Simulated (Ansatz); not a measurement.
Theory: Ansatz, DFT PBE, scalar-relativistic, plane waves, PAW. Settings: cutoff 420 eV, Γ-centred meshes spaced at most about 0.3 Å⁻¹, and about 0.25 Å⁻¹ or finer for metals (2π included), Gaussian smearing. No spin polarisation.

Each guess is relaxed in cell and atoms at zero pressure, on a coarse mesh first where it starts far from rest and then on a converged one. The steps can't lower the symmetry of the start, but it can rise. Energies are static (0 K, no zero-point motion).

Two unrelaxed guesses for In3GaAs4:

A.

```
In Ga As
1.0
     5.75447    0.00000    0.00000
     0.00000    5.75447    0.00000
     0.00000    0.00000    5.75447
In Ga As
3 1 4
Direct
  0.50000 0.00000 0.00000
  0.00000 0.00000 0.50000
  0.00000 0.50000 0.00000
  0.50000 0.50000 0.50000
  0.25000 0.75000 0.25000
  0.25000 0.25000 0.75000
  0.75000 0.75000 0.75000
  0.75000 0.25000 0.25000
```

B.

```
In Ga As
1.0
     4.05568    0.00000    0.00000
    -2.02784    3.51232    0.00000
     0.00000    0.00000   13.37700
In Ga As
3 1 4
Direct
  0.33333 0.66667 0.99999
  0.66667 0.33333 0.24999
  0.66667 0.33333 0.74999
  0.33333 0.66667 0.49999
  0.33333 0.66667 0.18701
  0.33333 0.66667 0.68701
  0.66667 0.33333 0.43701
  0.66667 0.33333 0.93701
```

Problem. Which guess leads to the lower structure, and by how much?

Solution. A ends lower, by 17 meV/atom. A: P-43m at 23.8 Å³/atom → P-43m at 28.1 Å³/atom; B: P3m1 at 23.8 Å³/atom → P3m1 at 28.1 Å³/atom. Counting As atoms around Ga and In (those within 1.25 times the shortest such distance or 1.15 times the sum of covalent radii, 1.27 where that leaves under three), the end of A and the end of B both have In 4, Ga 4. End of A. Conventional cell: a = 6.077 Å. Around In lie 4 As at 2.67 Å; Ga is surrounded by 4 As at 2.53 Å; around As lie 1 Ga at 2.53 Å and 3 In at 2.67 Å. End of B. Conventional cell: a = 4.288 Å, c = 14.136 Å. Around In on its first site lie 4 As at 2.65–2.68 Å; Ga has 4 As at 2.50–2.59 Å; As on its first site has 4 In at 2.65–2.68 Å; 5 more sites not described.

Cells without such a test can be saddle points. Shaken at random and relaxed again, the end of B came back. The k mesh leaves some 4 meV/atom of noise in the energy of each metallic cell.
